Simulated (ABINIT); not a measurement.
# FeSi (P2_13) in ABINIT: further runs

One crystal, FeSi, is run at these levels: LDA, PBE; tasks: single point.

All numbers are computed with ABINIT 10.8.3 (patched build); they aren't measurements. Logs are shortened: lines on timing, memory, paths and dates and some standing lists are left out, and cuts for length are marked. The log counts tension as positive stress, the text compression.

## Step 1: The crystal as given

It takes space group P2_13 (No. 198, cubic). Conventional cell: a = 4.551 Å, b = 4.551 Å, c = 4.551 Å, α = 90.00°, β = 90.00°, γ = 90.00°. Fe (site symmetry 3) is surrounded by 7 Si at 2.32 to 2.55 Å. Si (site symmetry 3) is surrounded by 7 Fe at 2.32 to 2.55 Å.

## Step 2: Single point, LDA, collinear spin, ferromagnetic start

run.abi

```
# Pseudopotentials
pp_dirpath "./"
pseudos "Fe.LDA_PW-JTH.xml, Si.LDA_PW-JTH.xml"

# Structure
acell 3*1.0
rprim
     8.5995766753     0.0000000000     0.0000000000
     0.0000000000     8.5995766753     0.0000000000
     0.0000000000     0.0000000000     8.5995766753
ntypat 2
znucl 26 14
natom 8
typat 1 1 1 1 2 2 2 2
xred
     0.8634800000     0.6365200000     0.3634800000
     0.6365200000     0.3634800000     0.8634800000
     0.3634800000     0.8634800000     0.6365200000
     0.1365200000     0.1365200000     0.1365200000
     0.1576000000     0.3424000000     0.6576000000
     0.3424000000     0.6576000000     0.1576000000
     0.6576000000     0.1576000000     0.3424000000
     0.8424000000     0.8424000000     0.8424000000

# Plane-wave basis
ecut 17.0
pawecutdg 34.0

# k points
kptopt 1
ngkpt 2 2 2
nshiftk 1
shiftk 0.0 0.0 0.0

# Exchange and correlation
ixc 7

# Bands and occupations
nband 51
occopt 3
tsmear 0.00183747

# Spin
nsppol 2
spinat
     0.0000000000     0.0000000000     3.0000000000
     0.0000000000     0.0000000000     3.0000000000
     0.0000000000     0.0000000000     3.0000000000
     0.0000000000     0.0000000000     3.0000000000
     0.0000000000     0.0000000000     0.0000000000
     0.0000000000     0.0000000000     0.0000000000
     0.0000000000     0.0000000000     0.0000000000
     0.0000000000     0.0000000000     0.0000000000

# SCF cycle
nstep 100
tolvrs 1.0e-9

# Output
iomode 3
prtwf 0
prtden 0
prteig 0
prtebands 0
enunit 1
prtvol 2
```

Potentials or basis: JTH PAW LDA v2.0.

On the command line:

```bash
> abinit run.abi > log 2>&1
```

run.abo:

```text
.Version 10.8.3 of ABINIT
 Symmetries : space group P2_1 3 (#198); Bravais cP (primitive cubic)
================================================================================
 Values of the parameters that define the memory need of the present run
     intxc =       0    ionmov =       0      iscf =      17    lmnmax =      18
     lnmax =       6     mgfft =      32  mpssoang =       3    mqgrid =    3001
     natom =       8  nloc_mem =       2    nspden =       2   nspinor =       1
    nsppol =       2      nsym =      12    n1xccc =       1    ntypat =       2
    occopt =       3   xclevel =       1
       mpw =        1088          nfft =       32768          nkpt =           4
 PAW method is used; the additional fine FFT grid is defined by:
   mgfftf=        48    nfftf =    110592
================================================================================
================================================================================

--------------------------------------------------------------------------------
------------- Echo of variables that govern the present computation ------------
--------------------------------------------------------------------------------
 -outvars: echo values of preprocessed input variables --------
            acell      1.0000000000E+00  1.0000000000E+00  1.0000000000E+00 Bohr
              amu      5.58470000E+01  2.80855000E+01
             ecut      1.70000000E+01 Hartree
           enunit           1
              ixc           7
         kptrlatt        2    0    0      0    2    0      0    0    2
          kptrlen      1.71991534E+01
            natom           8
            nband          51
            ngfft          32      32      32
          ngfftdg          48      48      48
             nkpt           4
           nspden           2
           nsppol           2
            nstep         100
             nsym          12
           ntypat           2
           occopt           3
        pawecutdg      3.40000000E+01 Hartree
           prtden           0
        prtebands           0
           prteig           0
           prtvol           2
            prtwf           0
            rprim      8.5995766753E+00  0.0000000000E+00  0.0000000000E+00
                       0.0000000000E+00  8.5995766753E+00  0.0000000000E+00
                       0.0000000000E+00  0.0000000000E+00  8.5995766753E+00
          spgroup         198
           spinat      0.0000000000E+00  0.0000000000E+00  3.0000000000E+00
                       0.0000000000E+00  0.0000000000E+00  3.0000000000E+00
                       0.0000000000E+00  0.0000000000E+00  3.0000000000E+00
                       0.0000000000E+00  0.0000000000E+00  3.0000000000E+00
                       0.0000000000E+00  0.0000000000E+00  0.0000000000E+00
                       0.0000000000E+00  0.0000000000E+00  0.0000000000E+00
                       0.0000000000E+00  0.0000000000E+00  0.0000000000E+00
                       0.0000000000E+00  0.0000000000E+00  0.0000000000E+00
           tolvrs      1.00000000E-09
           tsmear      1.83747000E-03 Hartree
            typat      1  1  1  1  2  2  2  2
           useylm           1
           xangst      3.9294384333E+00  2.8966115620E+00  1.6540884349E+00
                       2.8966115620E+00  1.6540884349E+00  3.9294384333E+00
                       1.6540884349E+00  3.9294384333E+00  2.8966115620E+00
                       6.2126156358E-01  6.2126156358E-01  6.2126156358E-01
                       7.1719031951E-01  1.5581596789E+00  2.9925403180E+00
                       1.5581596789E+00  2.9925403180E+00  7.1719031951E-01
                       2.9925403180E+00  7.1719031951E-01  1.5581596789E+00
                       3.8335096774E+00  3.8335096774E+00  3.8335096774E+00
            xcart      7.4255624676E+00  5.4738025454E+00  3.1257741299E+00
                       5.4738025454E+00  3.1257741299E+00  7.4255624676E+00
                       3.1257741299E+00  7.4255624676E+00  5.4738025454E+00
                       1.1740142077E+00  1.1740142077E+00  1.1740142077E+00
                       1.3552932840E+00  2.9444950536E+00  5.6550816217E+00
                       2.9444950536E+00  5.6550816217E+00  1.3552932840E+00
                       5.6550816217E+00  1.3552932840E+00  2.9444950536E+00
                       7.2442833913E+00  7.2442833913E+00  7.2442833913E+00
             xred      8.6348000000E-01  6.3652000000E-01  3.6348000000E-01
                       6.3652000000E-01  3.6348000000E-01  8.6348000000E-01
                       3.6348000000E-01  8.6348000000E-01  6.3652000000E-01
[... 345 lines left out ...]
  10.33712   10.33712   11.71156   11.71156   12.08476   12.08476   14.57278   14.57278
  14.72497   14.72497   15.14749
 kpt#   3, nband= 51, wtk=  0.37500, kpt=  0.5000  0.5000  0.0000 (reduced coord)
 -75.64603  -75.64603  -75.63868  -75.63868  -42.29171  -42.29171  -42.26861  -42.26861
 -42.10149  -42.10149  -42.06890  -42.06890  -42.03455  -42.03455  -42.02073  -42.02073
   0.08442    0.08442    1.15087    1.15087    5.57070    5.57070    6.14684    6.14684
   6.26515    6.26515    7.09639    7.09639    8.08682    8.08682    8.62271    8.62271
   8.93693    8.93693    9.01689    9.01689    9.21741    9.21741    9.84224    9.84224
  10.73111   10.73111   11.27742   11.27742   12.52005   12.52005   13.05475   13.05475
  15.28907   15.28907   16.36170
 kpt#   4, nband= 51, wtk=  0.12500, kpt=  0.5000  0.5000  0.5000 (reduced coord)
 -75.64235  -75.64235  -75.64235  -75.64235  -42.28153  -42.28153  -42.28153  -42.28153
 -42.08736  -42.08736  -42.08736  -42.08736  -42.02549  -42.02549  -42.02549  -42.02549
   1.20742    1.20742    1.20742    1.20742    3.84852    3.84852    3.84852    3.84852
   7.69392    7.69392    7.69392    7.69392    7.84384    7.84384    7.84384    7.84384
   9.47719    9.47719    9.47719    9.47719    9.57502    9.57502    9.57502    9.57502
  10.58538   10.58538   10.58538   10.58538   15.11405   15.11405   15.11405   15.11405
  15.78237   15.78237   15.78237
 Total charge density [el/Bohr^3]
)     Maximum=    2.5098E+00  at reduced coord.    0.6458    0.3542    0.8542
)Next maximum=    2.5098E+00  at reduced coord.    0.3542    0.8542    0.6458
)     Minimum=   -2.7694E-02  at reduced coord.    0.3333    0.6667    0.1667
)Next minimum=   -2.7694E-02  at reduced coord.    0.6667    0.1667    0.3333
   Integrated=    8.0000E+01
 Spin up density      [el/Bohr^3]
)     Maximum=    1.2918E+00  at reduced coord.    0.6458    0.3542    0.8542
)Next maximum=    1.2918E+00  at reduced coord.    0.3542    0.8542    0.6458
)     Minimum=   -1.3737E-02  at reduced coord.    0.3333    0.6667    0.1667
)Next minimum=   -1.3737E-02  at reduced coord.    0.6667    0.1667    0.3333
   Integrated=    4.0748E+01
 Spin down density    [el/Bohr^3]
)     Maximum=    1.2179E+00  at reduced coord.    0.6458    0.3542    0.8542
)Next maximum=    1.2179E+00  at reduced coord.    0.3542    0.8542    0.6458
)     Minimum=   -1.3957E-02  at reduced coord.    0.3333    0.6667    0.1667
)Next minimum=   -1.3957E-02  at reduced coord.    0.6667    0.1667    0.3333
   Integrated=    3.9252E+01
 Magnetization (spin up - spin down) [el/Bohr^3]
)     Maximum=    7.3924E-02  at reduced coord.    0.6458    0.3542    0.8542
)Next maximum=    7.3924E-02  at reduced coord.    0.3542    0.8542    0.6458
)     Minimum=   -7.8250E-04  at reduced coord.    0.4167    0.6042    0.0208
)Next minimum=   -7.8250E-04  at reduced coord.    0.3958    0.5208    0.0833
   Integrated=    1.4955E+00
 Relative magnetization (=zeta, between -1 and 1)
)     Maximum=    2.2768E-01  at reduced coord.    0.8125    0.7917    0.8333
)Next maximum=    2.2768E-01  at reduced coord.    0.7917    0.8333    0.8125
)     Minimum=   -4.1887E+00  at reduced coord.    0.6875    0.1458    0.2917
)Next minimum=   -4.1887E+00  at reduced coord.    0.6458    0.2083    0.3125

--- !EnergyTerms
iteration_state     : {dtset: 1, }
comment             : Components of total free energy in Hartree
kinetic             :  5.61128451196348E+01
hartree             :  1.37477148153737E+02
xc                  : -2.35899487919627E+01
Ewald energy        : -3.19179706638240E+02
psp_core            :  1.72839953371936E+01
local_psp           : -3.44474278327289E+02
PAW spherical_terms : -3.81061380450298E+01
internal            : -5.14476083191956E+02
'-kT*entropy'       : -2.02577894493790E-03
total_energy        : -5.14478108970901E+02
total_energy_eV     : -1.39996625383091E+04
...

--- !EnergyTermsDC
iteration_state     : {dtset: 1, }
comment             : '"Double-counting" decomposition of free energy'
band_energy         : -4.80194029822356E+01
Ewald energy        : -3.19179706638240E+02
psp_core            :  1.72839953371936E+01
xc_dc               : -1.35761464638850E+02
PAW spherical_terms : -2.87995180643176E+01
internal            : -5.14476096986450E+02
'-kT*entropy'       : -2.02577894493790E-03
total_energy_dc     : -5.14478122765395E+02
total_energy_dc_eV  : -1.39996629136764E+04
...

--- !EnergyTermsWithPAWCore
iteration_state     : {dtset: 1, }
comment             : 'Components of total free energy, including PAW core contributions'
Total energy        : -6.23856733461856E+03
Total energy DC     : -6.23856734841305E+03
Total energy (eV)   : -1.69760065363866E+05
Total energy DC (eV): -1.69760065739233E+05
...

 Cartesian components of stress tensor (hartree/bohr^3)
  sigma(1 1)=  9.31845881E-04  sigma(3 2)=  0.00000000E+00
  sigma(2 2)=  9.31845881E-04  sigma(3 1)=  0.00000000E+00
  sigma(3 3)=  9.31845881E-04  sigma(2 1)=  0.00000000E+00

-Cartesian components of stress tensor (GPa)         [Pressure= -2.7416E+01 GPa]
- sigma(1 1)=  2.74158523E+01  sigma(3 2)=  0.00000000E+00
- sigma(2 2)=  2.74158523E+01  sigma(3 1)=  0.00000000E+00
- sigma(3 3)=  2.74158523E+01  sigma(2 1)=  0.00000000E+00

== END DATASET(S) ==============================================================
================================================================================

 -outvars: echo values of variables after computation  --------
            acell      1.0000000000E+00  1.0000000000E+00  1.0000000000E+00 Bohr
           etotal     -5.1447812277E+02
            fcart      2.9892257291E-03 -2.9892257291E-03  2.9892257291E-03
                      -2.9892257291E-03  2.9892257291E-03  2.9892257291E-03
                       2.9892257291E-03  2.9892257291E-03 -2.9892257291E-03
                      -2.9892257291E-03 -2.9892257291E-03 -2.9892257291E-03
                       2.3984215863E-03 -2.3984215863E-03  2.3984215863E-03
                      -2.3984215863E-03  2.3984215863E-03  2.3984215863E-03
                       2.3984215863E-03  2.3984215863E-03 -2.3984215863E-03
                      -2.3984215863E-03 -2.3984215863E-03 -2.3984215863E-03
            rprim      8.5995766753E+00  0.0000000000E+00  0.0000000000E+00
                       0.0000000000E+00  8.5995766753E+00  0.0000000000E+00
                       0.0000000000E+00  0.0000000000E+00  8.5995766753E+00
           strten      9.3184588088E-04  9.3184588088E-04  9.3184588088E-04
                       0.0000000000E+00  0.0000000000E+00  0.0000000000E+00
           xangst      3.9294384333E+00  2.8966115620E+00  1.6540884349E+00
                       2.8966115620E+00  1.6540884349E+00  3.9294384333E+00
                       1.6540884349E+00  3.9294384333E+00  2.8966115620E+00
                       6.2126156358E-01  6.2126156358E-01  6.2126156358E-01
                       7.1719031951E-01  1.5581596789E+00  2.9925403180E+00
                       1.5581596789E+00  2.9925403180E+00  7.1719031951E-01
                       2.9925403180E+00  7.1719031951E-01  1.5581596789E+00
                       3.8335096774E+00  3.8335096774E+00  3.8335096774E+00
             xred      8.6348000000E-01  6.3652000000E-01  3.6348000000E-01
                       6.3652000000E-01  3.6348000000E-01  8.6348000000E-01
                       3.6348000000E-01  8.6348000000E-01  6.3652000000E-01
                       1.3652000000E-01  1.3652000000E-01  1.3652000000E-01
                       1.5760000000E-01  3.4240000000E-01  6.5760000000E-01
                       3.4240000000E-01  6.5760000000E-01  1.5760000000E-01
                       6.5760000000E-01  1.5760000000E-01  3.4240000000E-01
                       8.4240000000E-01  8.4240000000E-01  8.4240000000E-01
 Calculation completed.
```

Run time: 55 s. Hardware: 1 thread of AMD EPYC 7B13 (Zen 3), shared host; peak memory 0.13 GiB.

What came out:

```yaml
Free_energy: -13999.6629 eV
Largest_force: 0.266 eV/Å
Band_gap_on_the_k_mesh: none (metal or under the smearing width)
Net_moment: 1.50 μB per cell
Site_moments: Fe +0.41; Si -0.02 μB
Valence_electrons_inside_the_program's_atomic_spheres: Fe 14.57; Si 1.53
```

Forces on the atoms (eV/Å):
```
Fe   0.154 -0.154  0.154
Fe  -0.154  0.154  0.154
Fe   0.154  0.154 -0.154
Fe  -0.154 -0.154 -0.154
Si   0.123 -0.123  0.123
Si  -0.123  0.123  0.123
Si   0.123  0.123 -0.123
Si  -0.123 -0.123 -0.123
```

Caveat: the k mesh is coarse (spacing up to 0.69 Å⁻¹), so the values aren't converged; the cutoff is too short for stress, so the log's stress isn't used.

## Step 3: Single point, PBE, collinear spin, ferromagnetic start

run.abi

```
pp_dirpath "./"
pseudos "Fe.GGA_PBE-JTH.xml, Si.GGA_PBE-JTH.xml"

acell 4.5507 4.5507 4.5507 Angstrom
rprim
     1.0000000000     0.0000000000     0.0000000000
     0.0000000000     1.0000000000     0.0000000000
     0.0000000000     0.0000000000     1.0000000000
ntypat 2
znucl 26 14
natom 8
typat 1 1 1 1 2 2 2 2
xcart
     7.4255624676     5.4738025454     3.1257741300
     5.4738025454     3.1257741300     7.4255624676
     3.1257741300     7.4255624676     5.4738025454
     1.1740142077     1.1740142077     1.1740142077
     1.3552932840     2.9444950536     5.6550816217
     2.9444950536     5.6550816217     1.3552932840
     5.6550816217     1.3552932840     2.9444950536
     7.2442833913     7.2442833913     7.2442833913

ecut 17.0
pawecutdg 34.0

kptopt 1
ngkpt 2 2 2
nshiftk 1
shiftk 0.0 0.0 0.0

ixc 11

nband 51
occopt 3
tsmear 0.05 eV

nsppol 2
spinat
     0.0000000000     0.0000000000     3.0000000000
     0.0000000000     0.0000000000     3.0000000000
     0.0000000000     0.0000000000     3.0000000000
     0.0000000000     0.0000000000     3.0000000000
     0.0000000000     0.0000000000     0.0000000000
     0.0000000000     0.0000000000     0.0000000000
     0.0000000000     0.0000000000     0.0000000000
     0.0000000000     0.0000000000     0.0000000000

nstep 100
tolvrs 1.0e-9

iomode 3
prtwf 0
prtden 0
prteig 0
prtebands 0
enunit 2
```

Potentials or basis: JTH PAW PBE v2.0.

On the command line:

```bash
> abinit run.abi > log 2>&1
```

Wall time 86 s (1 thread of AMD EPYC 7B13 (Zen 3), shared host); peak memory 0.18 GiB.

It converged, with:

- Free energy: -13982.0913 eV
- Largest force: 0.131 eV/Å
- Band gap on the k mesh: none (metal or under the smearing width)
- Net moment: 1.57 μB per cell
- Site moments: Fe +0.44; Si -0.02 μB
- Valence electrons inside the program's atomic spheres: Fe 14.54; Si 1.52

Forces on the atoms (eV/Å):
```
Fe   0.075 -0.075  0.075
Fe  -0.075  0.075  0.075
Fe   0.075  0.075 -0.075
Fe  -0.075 -0.075 -0.075
Si   0.069 -0.069  0.069
Si  -0.069  0.069  0.069
Si   0.069  0.069 -0.069
Si  -0.069 -0.069 -0.069
```

Levels at points of the mesh, in eV from the Fermi level:
Spin up:
```tsv
k point	band 38	band 39	band 40	band 41	band 42	band 43
(0.00, 0.00, 0.00)	-0.54	-0.38	-0.38	0.26	0.26	0.26
(0.50, 0.00, 0.00)	-0.66	-0.33	-0.33	-0.15	-0.15	1.29
(0.50, 0.50, 0.00)	-1.19	-0.64	-0.64	0.27	0.27	0.84
(0.50, 0.50, 0.50)	-0.86	-0.86	-0.86	0.10	0.10	0.10
```
Spin down:
```csv
k point,band 35,band 36,band 37,band 38,band 39,band 40,band 41,band 42,band 43,band 44
"(0.00, 0.00, 0.00)",-1.72,-0.18,-0.18,-0.18,0.04,0.04,0.74,0.74,0.74,2.69
"(0.50, 0.00, 0.00)",-1.04,-1.04,-0.27,-0.27,0.07,0.07,0.32,0.32,1.66,1.66
"(0.50, 0.50, 0.00)",-1.04,-1.04,-0.87,-0.87,-0.25,-0.25,0.69,0.69,1.23,1.23
"(0.50, 0.50, 0.50)",-0.60,-0.60,-0.53,-0.53,-0.53,-0.53,0.57,0.57,0.57,0.57
```

Caveat: the k mesh is coarse (spacing up to 0.69 Å⁻¹), so the values aren't converged; the cutoff is too short for stress, so the log's stress isn't used.
